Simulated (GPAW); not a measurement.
# Pd (Fm-3m) in GPAW: settings compared, part 2 of 2

GPAW 26.7.0.

## (3) Band structure, WC, spin-orbit coupling, no magnetisation

File run.py:

```python
import numpy as np
from ase.dft.bandgap import bandgap
from ase.io import write
from ase.spacegroup import crystal
from ase.units import GPa
from gpaw import GPAW, PW, setup_paths
from gpaw.spinorbit import soc_eigenstates

setup_paths.insert(0, '.')

# Pd 4a
atoms = crystal(['Pd'],
                basis=[[0.0, 0.0, 0.0]],
                spacegroup=225, setting=1,  # Fm-3m
                cellpar=[3.893, 3.893, 3.893, 90.0, 90.0, 90.0],
                primitive_cell=True)

calc = GPAW(mode=PW(600),
            xc='WC',
            kpts={'size': (9, 9, 9), 'gamma': True},
            occupations={'name': 'fermi-dirac', 'width': 0.05},
            nbands=17,
            convergence={'density': 1e-05, 'energy': 1e-05},
            maxiter=150,
            txt='gpaw.txt')
atoms.calc = calc
energy = atoms.get_potential_energy()
forces = atoms.get_forces()
stress = atoms.get_stress()
calc.write('gs.gpw')
write('result.traj', atoms)
print(f'Energy: {energy:.6f} eV')
print('Forces (eV/A):')
print(forces.round(4))
print('Stress (GPa):', (stress / GPa).round(3))
print('Fermi level:', round(calc.get_fermi_level(), 4), 'eV')
print(f'Gap: {bandgap(calc)[0]:.4f} eV, direct: {bandgap(calc, direct=True)[0]:.4f} eV')

path = atoms.cell.bandpath('GXWKGLUWLK,UX', npoints=60, eps=1e-4)
bs_calc = calc.fixed_density(kpts=path, symmetry='off', nbands=25,
                             convergence={'bands': 'CBM+6.0', 'eigenstates': 1e-6}, txt='bands.txt')
bs = bs_calc.band_structure()
bs.write('bs.json')
print(f'Gap on the path: {bandgap(bs_calc)[0]:.4f} eV')

soc = soc_eigenstates(bs_calc, theta=54.7, phi=45)
np.savetxt('soc_bands.dat', soc.eigenvalues(), fmt='%.4f')
mesh = soc_eigenstates('gs.gpw', theta=54.7, phi=45)
np.savetxt('soc_mesh.dat', mesh.eigenvalues(), fmt='%.4f')
print('Fermi level with spin-orbit coupling:', round(mesh.fermi_level, 4), 'eV')
```

Potentials or basis: PAW data sets generated in the run's folder for this functional, pw.

The run is started by

```bash
> gpaw-setup -f WC Pd
> OMP_NUM_THREADS=1 python run.py
```

gpaw.txt:

```text
__  _  _
 | _ |_)|_||  |
 |__||  | ||/\| - 26.7.0

Input parameters:
  mode=PW(ecut=600.0),
  convergence={'density': 1e-05, 'energy': 1e-05},
  kpts=MonkhorstPack(size=(9, 9, 9), gamma=True),
  maxiter=150,
  nbands=17,
  occupations=Occupations(name='fermi-dirac', width=0.05),
  xc=XC(name='WC')

Diagonalizing LCAO Hamiltonian
Converting LCAO to pw mode

       Pd

Atoms  # Å, Bohr magnetons
|   | symbol |        x |        y |        z |    initial magnetic moments |
|---|--------|----------|----------|----------|-----------------------------|
| 0 |     Pd | 0.000000 | 0.000000 | 0.000000 | ( 0.0000,  0.0000,  0.0000) |

Unit cell  # Å
| periodic |        x |        y |        z |  lengths |    angles |
|----------|----------|----------|----------|----------|-----------|
|      yes | 0.000000 | 1.946500 | 1.946500 | 2.752767 | 60.000000 |
|      yes | 1.946500 | 0.000000 | 1.946500 | 2.752767 | 60.000000 |
|      yes | 1.946500 | 1.946500 | 0.000000 | 2.752767 | 60.000000 |

Number of symmetries: 48
Symmetry operations  # r_c * U_cc + t_c -> r_c
|    | kind |            matrix            |
|----|------|------------------------------|
|  0 |  σ   |  1, 0, 0,  1, 0,-1,  1,-1, 0 |
|  1 |  C2  |  1, 0, 0,  1,-1, 0,  1, 0,-1 |
|  2 |  E   |  1, 0, 0,  0, 1, 0,  0, 0, 1 |
|  3 |  σ   |  1, 0, 0,  0, 0, 1,  0, 1, 0 |
|  4 |  C4  |  1, 0,-1,  1, 0, 0,  1,-1, 0 |
|  5 |  S6  |  1, 0,-1,  1,-1, 0,  1, 0, 0 |
|  6 |  σ   |  1, 0,-1,  0, 1,-1,  0, 0,-1 |
|  7 |  C3  |  1, 0,-1,  0, 0,-1,  0, 1,-1 |
|  8 |  S6  |  1,-1, 0,  1, 0, 0,  1, 0,-1 |
|  9 |  C4  |  1,-1, 0,  1, 0,-1,  1, 0, 0 |
| 10 |  C3  |  1,-1, 0,  0,-1, 1,  0,-1, 0 |
| 11 |  σ   |  1,-1, 0,  0,-1, 0,  0,-1, 1 |
| 12 |  σ   |  0, 1, 0,  1, 0, 0,  0, 0, 1 |
| 13 |  C4  |  0, 1, 0,  0, 1,-1, -1, 1, 0 |
| 14 |  C3  |  0, 1, 0,  0, 0, 1,  1, 0, 0 |
| 15 |  S6  |  0, 1, 0, -1, 1, 0,  0, 1,-1 |
| 16 |  C2  |  0, 1,-1,  1, 0,-1,  0, 0,-1 |
| 17 |  σ   |  0, 1,-1,  0, 1, 0, -1, 1, 0 |
| 18 |  S4  |  0, 1,-1,  0, 0,-1,  1, 0,-1 |
| 19 |  C4  |  0, 1,-1, -1, 1, 0,  0, 1, 0 |
| 20 |  C3  |  0, 0, 1,  1, 0, 0,  0, 1, 0 |
| 21 |  σ   |  0, 0, 1,  0, 1, 0,  1, 0, 0 |
| 22 |  S6  |  0, 0, 1,  0,-1, 1, -1, 0, 1 |
| 23 |  C4  |  0, 0, 1, -1, 0, 1,  0,-1, 1 |
| 24 |  S4  |  0, 0,-1,  1, 0,-1,  0, 1,-1 |
| 25 |  C3  |  0, 0,-1,  0, 1,-1,  1, 0,-1 |
| 26 |  C2  |  0, 0,-1,  0,-1, 0, -1, 0, 0 |
| 27 |  S6  |  0, 0,-1, -1, 0, 0,  0,-1, 0 |
| 28 |  S4  |  0,-1, 1,  1,-1, 0,  0,-1, 0 |
| 29 |  C4  |  0,-1, 1,  0, 0, 1, -1, 0, 1 |
| 30 |  C2  |  0,-1, 1,  0,-1, 0,  1,-1, 0 |
| 31 |  σ   |  0,-1, 1, -1, 0, 1,  0, 0, 1 |
| 32 |  C3  |  0,-1, 0,  1,-1, 0,  0,-1, 1 |
| 33 |  S6  |  0,-1, 0,  0, 0,-1, -1, 0, 0 |
| 34 |  S4  |  0,-1, 0,  0,-1, 1,  1,-1, 0 |
| 35 |  C2  |  0,-1, 0, -1, 0, 0,  0, 0,-1 |
| 36 |  C2  | -1, 1, 0,  0, 1, 0,  0, 1,-1 |
| 37 |  S6  | -1, 1, 0,  0, 1,-1,  0, 1, 0 |
| 38 |  S4  | -1, 1, 0, -1, 0, 1, -1, 0, 0 |
| 39 |  C3  | -1, 1, 0, -1, 0, 0, -1, 0, 1 |
| 40 |  S6  | -1, 0, 1,  0, 0, 1,  0,-1, 1 |
| 41 |  C2  | -1, 0, 1,  0,-1, 1,  0, 0, 1 |
| 42 |  C3  | -1, 0, 1, -1, 1, 0, -1, 0, 0 |
| 43 |  S4  | -1, 0, 1, -1, 0, 0, -1, 1, 0 |
| 44 |  C2  | -1, 0, 0,  0, 0,-1,  0,-1, 0 |
| 45 |  i   | -1, 0, 0,  0,-1, 0,  0, 0,-1 |
| 46 |  σ   | -1, 0, 0, -1, 1, 0, -1, 0, 1 |
| 47 |  C2  | -1, 0, 0, -1, 0, 1, -1, 1, 0 |

BZ-sampling:
  Number of BZ points: 729
  Number of IBZ points: 35

  Monkhorst-Pack size: [9, 9, 9]
  Monkhorst-Pack shift: [0, 0, 0]

K-points  # in reciprocal-cell coordinates
|     |                                coordinates |     weight |
|-----|--------------------------------------------|------------|
|   0 | (  0.00000000,   0.00000000,   0.00000000) | 0.00137174 |
|   1 | (  0.11111111,   0.11111111,   0.00000000) | 0.00823045 |
|   2 | (  0.11111111,   0.11111111,   0.11111111) | 0.01097394 |
|   3 | (  0.22222222,   0.11111111,   0.11111111) | 0.01646091 |
|   4 | (  0.22222222,   0.22222222,   0.00000000) | 0.00823045 |
|   5 | (  0.22222222,   0.22222222,   0.11111111) | 0.03292181 |
|   6 | (  0.22222222,   0.22222222,   0.22222222) | 0.01097394 |
|   7 | (  0.33333333,   0.22222222,   0.11111111) | 0.03292181 |
|   8 | (  0.33333333,   0.22222222,   0.22222222) | 0.03292181 |
|   9 | (  0.33333333,   0.33333333,  -0.33333333) | 0.01646091 |
| ... |                                            |            |
|  34 | (  0.44444444,   0.44444444,   0.44444444) | 0.01097394 |

Plane wave coefficients: 531
Cutoff: 600.0 eV

Spin-components: 1 (collinear spins)
Bands:           17
Projectors:      6
Spin-degeneracy: 2
Datatype:        complex128

Parallelization:
  kpt:    1
  domain: 1
  band:   1

Density:
  Valence electrons: 16.0
  Components: 1
  Grid points: [16 16 16]
  Charge: 0.0  # |e|

Potential:
  Grid points: [16 16 16]

species:
  Pd:
    name:    Palladium
    Z:       46.0
    valence: 16
    core:    30
    charge:  0.0  # [|e|]
    compensation charges:
      type: gauss
      rc: 0.38  # [Å]
      lmax: 2
    cutoffs:
      filter: 2.38  # [Å]
      core: 2.28  # [Å]
    projectors
    | kind |    occ | energy [eV] | rcut [Å] |
    |------|--------|-------------|----------|
    |   5s |  0.000 |      -3.267 |    1.228 |
    |   4p |  6.000 |     -51.171 |    1.360 |
    |   5p |  0.000 |      -0.232 |    1.360 |
    |   4d | 10.000 |      -4.041 |    1.228 |
    |    s |        |      23.945 |    1.228 |
    |    d |        |      23.170 |    1.228 |

    Using partial waves for Pd as LCAO basis

Reference energy: -137208.847433  # eV

eigensolver:
  PPCG
  Converge bands: occupied
  niter=2

density mixing:
  MSR1-Mixer
  Pratt-step length: 0.05
  Maximum mixing coefficient: 0.75
  Old densities: 10
  SVD Regularization: 0.005
  Good broyden scale: 1.0
  Trust region scale: 1.0
  Backstep threshold: 4.0
  History deletion threshold: 6.0
  Fourier metric: weight=20.0, sigma=0.015

occupation numbers:
  Fermi-Dirac:
    width: 0.0500  # eV

poisson solver:
  ecut: 4800.0  # eV

xc functional:
  name: WC with 2 nearest neighbor stencil

convergence criteria:
- Maximum integral of absolute [dens]ity change: 1e-05 electrons / valence electron
- Maximum [total energy] change in last 3 cyles: 1e-05 eV / valence electron
- Maximum integral of absolute [eigenst]ate change: 4e-08 eV^2 / valence electron
maximum number of iterations: 150

SCF iterations
|iter     | |      energy | eigst |  dens |
|---------|-|-------------|-------|-------|
|iter:   1| |   -5.668230 | -0.11 |       |
|iter:   2| |   -5.393496 | -2.52 | -0.96 |
|iter:   3| |   -4.541713 | -1.41 | -1.01 |
|iter:   4| |   -4.529989 | -3.40 | -2.03 |
|iter:   5| |   -4.526067 | -3.87 | -2.19 |
|iter:   6| |   -4.526072 | -6.46 | -3.69 |
|iter:   7| |   -4.526073c| -7.30 | -4.14 |
|iter:   8| |   -4.526073c| -8.32c| -5.19c|

Converged in 8 steps
Energy contributions relative to reference atoms: (reference = -137208.847433)

Energy contributions:
  Kinetic:          -5.146688
  Coulomb:           0.252487
  Zero:             -0.155980
  External:          0.000000
  Xc:                0.533225
  Entropy:          -0.018235
  Spinorbit:         0.000000
  ----------------------------
  Free energy:      -4.535191
  Extrapolated:     -4.526073

dipole moment: (-11.608675, -11.608675, -11.608675)  # |e|*Ang

Fermi level: 9.309
Eigenvalues  # (at kpt = [0.000, 0.000, 0.000])
| band index |      eig [eV] | occ [0-2] |
|------------|---------------|-----------|
|          0 |       -40.340 |     2.000 |
|          1 |       -40.340 |     2.000 |
|          2 |       -40.340 |     2.000 |
|          3 |         2.130 |     2.000 |
|          4 |         6.475 |     2.000 |
|          5 |         6.475 |     2.000 |
|          6 |         6.475 |     2.000 |
|          7 |         8.100 |     2.000 |
|          8 |         8.100 |     2.000 |
|          9 |        26.794 |     0.000 |
|         10 |        31.784 |     0.000 |
|         11 |        31.784 |     0.000 |
|         12 |        31.784 |     0.000 |
|         13 |        36.474 |     0.000 |
|         14 |        39.514 |     0.000 |
|         15 |        39.514 |     0.000 |
|         16 |        39.514 |     0.000 |

No gap
No difference between direct/indirect transitions

Forces  # eV/Ang
|       x |        y |        z |
|---------|----------|----------|
| 0.00000 | -0.00000 | -0.00000 |  # Pd   0

Stress tensor  # eV/Ang^3
|         x |         y |        z |
|-----------|-----------|----------|
|  0.007425 | -0.000000 | 0.000000 |
| -0.000000 |  0.007425 | 0.000000 |
|  0.000000 |  0.000000 | 0.007425 |

# Writing to gs.gpw (mode='')
```

It took 10 s on 1 thread of AMD EPYC 9R14 (Zen 4), shared host; peak memory 0.19 GiB.

What came out:

| Property | Result |
| --- | --- |
| Free energy | -4.5352 eV |
| Pressure | -1.2 GPa |
| Band gap along the path | none (metal or under the smearing width) |

Levels at the corners of the path, in eV from the Fermi level:
```tsv
point	band 14	band 15	band 16	band 17	band 18
Γ	-2.66	-1.19	-1.19	-1.19	-1.19
X	0.18	0.48	0.48	3.28	3.28
W	-1.30	0.31	0.31	8.77	8.77
K	-0.95	-0.13	-0.13	7.10	7.10
Γ	-2.66	-1.19	-1.19	-1.19	-1.19
L	-0.11	0.09	0.09	0.96	0.96
U	-0.95	-0.13	-0.13	7.10	7.10
W	-1.30	0.31	0.31	8.77	8.77
L	-0.11	0.09	0.09	0.96	0.96
K	-0.95	-0.13	-0.13	7.10	7.10
U	-0.95	-0.13	-0.13	7.10	7.10
X	0.18	0.48	0.48	3.28	3.28
```

Caveat: spin-orbit coupling was added after a scalar SCF, so levels and gaps hold it while energy, forces, pressure and moments don't; this program's spin-orbit splittings come out too wide for heavy elements.

## (4) Band structure, optPBE-vdW, spin-orbit coupling, no magnetisation

File run.py:

```python
import numpy as np
from ase import Atoms
from ase.dft.bandgap import bandgap
from ase.io import write
from gpaw import GPAW, PW
from gpaw.spinorbit import soc_eigenstates

atoms = Atoms(['Pd'],
              cell=[[0.0, 1.9465, 1.9465],
                    [1.9465, 0.0, 1.9465],
                    [1.9465, 1.9465, 0.0]],
              scaled_positions=[[0.0, 0.0, 0.0]],
              pbc=True)

calc = GPAW(mode=PW(600),
            xc={'name': 'optPBE-vdW', 'backend': 'libvdwxc'},
            kpts={'size': (9, 9, 9), 'gamma': True},
            occupations={'name': 'fermi-dirac', 'width': 0.05},
            nbands=17,
            convergence={'density': 1e-05, 'energy': 1e-05},
            maxiter=150,
            txt='gpaw.txt')
atoms.calc = calc
energy = atoms.get_potential_energy()
forces = atoms.get_forces()
calc.write('gs.gpw')
write('result.traj', atoms)
print(f'Energy: {energy:.6f} eV')
print('Forces (eV/A):')
print(forces.round(4))
print('Fermi level:', round(calc.get_fermi_level(), 4), 'eV')
print(f'Gap: {bandgap(calc)[0]:.4f} eV, direct: {bandgap(calc, direct=True)[0]:.4f} eV')

path = atoms.cell.bandpath('GXWKGLUWLK,UX', npoints=100, eps=1e-4)
bs_calc = calc.fixed_density(kpts=path, symmetry='off', nbands=25,
                             convergence={'bands': 'CBM+6.0', 'eigenstates': 1e-6}, txt='bands.txt')
bs = bs_calc.band_structure()
bs.write('bs.json')
print(f'Gap on the path: {bandgap(bs_calc)[0]:.4f} eV')

soc = soc_eigenstates(bs_calc, theta=90, phi=0)
np.savetxt('soc_bands.dat', soc.eigenvalues(), fmt='%.4f')
mesh = soc_eigenstates('gs.gpw', theta=90, phi=0)
np.savetxt('soc_mesh.dat', mesh.eigenvalues(), fmt='%.4f')
print('Fermi level with spin-orbit coupling:', round(mesh.fermi_level, 4), 'eV')
```

Potentials or basis: GPAW PAW data sets (gpaw-data 1.2.1), pw.

The run is started by

```bash
> OMP_NUM_THREADS=1 python run.py
```

Run time: 10 s. Hardware: 1 thread of AMD EPYC 9R14 (Zen 4), shared host; peak memory 0.22 GiB.

Results (log left out):

```
Free energy             : -24.2958 eV
Band gap along the path : none (metal or under the smearing width)
```

Levels at the corners of the path, in eV from the Fermi level:
```tsv
point	band 14	band 15	band 16	band 17	band 18
Γ	-2.61	-1.19	-1.19	-1.19	-1.19
X	0.18	0.47	0.47	3.60	3.60
W	-1.29	0.31	0.31	9.01	9.01
K	-0.95	-0.13	-0.13	7.33	7.33
Γ	-2.61	-1.19	-1.19	-1.19	-1.19
L	-0.11	0.08	0.08	1.28	1.28
U	-0.95	-0.13	-0.13	7.33	7.33
W	-1.29	0.31	0.31	9.01	9.01
L	-0.11	0.08	0.08	1.28	1.28
K	-0.95	-0.13	-0.13	7.33	7.33
U	-0.95	-0.13	-0.13	7.33	7.33
X	0.18	0.47	0.47	3.60	3.60
```

Caveat: spin-orbit coupling was added after a scalar SCF, so levels and gaps hold it while energy, forces, pressure and moments don't; this program's spin-orbit splittings come out too wide for heavy elements; the PAW data sets were made with another functional, which shifts forces and pressure a little.
